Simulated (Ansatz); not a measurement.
# C under changes of volume

One of the cells (5.672 Å³/atom); the others are scaled copies at fixed shape and fractional positions:

```
CELL_PARAMETERS angstrom
2.52210 0.00000 0.00000
-1.26105 2.18420 0.00000
0.00000 0.00000 8.23710
ATOMIC_POSITIONS crystal
C 0.66667 0.33333 0.84375
C 0.33333 0.66667 0.34375
C 0.66667 0.33333 0.65625
C 0.33333 0.66667 0.15625
C 0.00000 0.00000 0.90625
C 0.00000 0.00000 0.40625
C 0.00000 0.00000 0.59375
C 0.00000 0.00000 0.09375
```

This is a hexagonal form of diamond, not graphite.

- Program: Ansatz 0.2.0
- Functional: rPW86-PBE
- Dispersion: rVV10
- Potentials or basis: Ansatz PAW
- Cutoff: 420 eV (not typed: the program's choice for these potentials)
- k mesh: 12 × 12 × 4
- Occupations: fermi-dirac, width 0.05 eV
- Spin: no spin polarisation

```csv
volume (Å³/atom),energy over the lowest point (meV/atom),pressure (GPa),gap on the mesh (eV),largest force (eV/Å)
5.332,48.05,38.0,4.79,0.387
5.445,25.25,26.7,4.73,0.373
5.559,10.04,16.4,4.68,0.359
5.672,1.84,7.0,4.62,0.347
5.785,0.00,-1.6,4.57,0.334
5.899,3.94,-9.4,4.52,0.322
6.012,?,?,?,?
```

What does the run at 6.012 Å³/atom give?

Energy over the lowest point 13.14 meV/atom; pressure -16.5 GPa; gap on the mesh 4.47 eV; largest force 0.311 eV/Å.

Worked out: A Birch-Murnaghan fit of order 3 (a polynomial in V^(-2/3)) to the other rows has its minimum at 5.76 Å³/atom with B0 = V·E''(V) = 422 GPa and B' = 3.8 at fixed shape and positions, which overstates the stiffness. It gives 13.09 meV/atom at 6.012 Å³/atom, against the run's 13.14, and -dE/dV = -16.4 GPa, against -16.5. A straight line through the other rows of the gap, of slope -2.67 eV per unit of ln V, extrapolates to 4.47 eV, against the run's 4.47.

Energies are extrapolated to zero smearing.

Caveats: the PAW data sets come from PBE, with cores solved anew for the run's functional, which leaves a small shift of forces and pressure.

A mesh can miss the band edges.
